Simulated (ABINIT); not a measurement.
Set up this calculation in ABINIT 10.8.3 (patched build), as the native input.

- Task: single point
- Functional: LDA
- Potentials or basis: JTH PAW LDA v2.0
- Cutoff: 544 eV
- k mesh: 10 × 10 × 10
- Occupations: fermi-dirac, width 0.05 eV
- Spin: no spin polarisation
- Fine-grid cutoff: 1088.46 eV

HgSe:

```
Hg Se
1.0
     0.00000    3.03900    3.03900
     3.03900    0.00000    3.03900
     3.03900    3.03900    0.00000
Hg Se
1 1
Direct
  0.00000 0.00000 0.00000
  0.75000 0.75000 0.75000
```

These files were run (other wordings do the same):

run.abi

```
# Pseudopotentials
pp_dirpath "./"
pseudos "Hg.LDA_PW-JTH.xml, Se.LDA_PW-JTH.xml"

# Structure
acell 8.1216555201 8.1216555201 8.1216555201
rprim
     0.0000000000     0.7071067812     0.7071067812
     0.7071067812     0.0000000000     0.7071067812
     0.7071067812     0.7071067812     0.0000000000
ntypat 2
znucl 80 34
natom 2
typat 1 2
xred
     0.0000000000     0.0000000000     0.0000000000
     0.7500000000     0.7500000000     0.7500000000

# Plane-wave basis
ecut 20.0
pawecutdg 40.0

# k points
kptopt 1
ngkpt 10 10 10
nshiftk 1
shiftk 0.0 0.0 0.0

# Exchange and correlation
ixc 7

# Bands and occupations
nband 13
occopt 3
tsmear 0.05 eV

# SCF cycle
nstep 100
tolvrs 1.0e-9

# Output
iomode 3
prtwf 0
prtden 0
prteig 0
prtebands 0
enunit 2
```

Potentials or basis: JTH PAW LDA v2.0.

Command:

```bash
$ abinit run.abi > log 2>&1
```

Results of the run:

- Pressure: -0.3 GPa
- Band gap on the k mesh: none (metal or under the smearing width)
- Valence electrons inside the program's atomic spheres: Hg 9.98; Se 3.90

Run time: 58 s on 1 thread of Arm Neoverse V2, with other jobs on the host, peak memory 0.13 GiB.
